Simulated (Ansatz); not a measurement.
# CdO: the change of pressure with volume per atom

Results calculated with Ansatz 0.2.0, not measured. Periodic Kohn-Sham DFT of a crystal at fixed atoms; pressure and stress are positive in compression; the energy is the free energy less that of spherical unpolarised free atoms; site moments are those in the method's own spheres, positive along +z.

Cell of the first row (space group Fm-3m, No. 225):
```
CELL_PARAMETERS angstrom
0.00000 2.30020 2.30020
2.30020 0.00000 2.30020
2.30020 2.30020 0.00000
ATOMIC_POSITIONS crystal
Cd 0.00000 0.00000 0.00000
O 0.50000 0.50000 0.50000
```

Settings of every row: method frozen-core PAW; functional PBEsol; relativity scalar; k mesh 11x11x11; filling fermi-dirac; smearing width 0.02 eV; wave cutoff 420 eV; paw set soft_2.

Atom start moment: 0 on all atoms.

Limits: PAW files made with PBE.

```
row  volume per atom (Å³)  pressure (GPa)
  1                 12.17           9.678
  2                12.429           5.862
  3                12.688               ?
  4                12.818           0.911
  5                12.947          -0.558
  6                13.077          -1.943
  7                13.206          -3.249
  8                13.465          -5.645
  9                13.724          -7.778
```

Question: what pressure should row 3 give?

Worked fit of pressure. Take u = (V_r/V)^(2/3) − 1 with V_r = 13.012 Å³ an atom, which is twice the finite (Eulerian) strain; such expansions in the strain, on which the Birch-Murnaghan equation of state is built, carry the rest volume and the bulk modulus. The shown rows have u = 0.04561, 0.03103, 0.01006, 0.00334, -0.00332, -0.00982, -0.02256, -0.03489. Least squares give pressure = −1.2594 + 208.742 × u + 650.65 × u² + 658 × u³ GPa; a parabola predicts inner rows, each left out in turn, worse (root mean square 0.011 against 0.004 GPa). The rows lie off it by 0.001, -0.002, 0.004, -0.003, 0.002, -0.002, 0.000, 0.000. The pressure vanishes at u = 0.0059, or V = 12.9 Å³ an atom, and there the bulk modulus at fixed shape and fractions is B = −V dP/dV = (2/3)(1 + u) dP/du = 145 GPa. The withheld row has u = 0.01695, so the fit gives −1.2594 + 208.742 × (0.01695) + 650.65 × (0.01695)² + 658 × (0.01695)³ = 2.469 GPa.

The calculation gave 2.466 GPa. The fit lies 0.003 GPa (0.017 % of the column's range) above it; its largest miss of a shown row is 0.004 GPa.
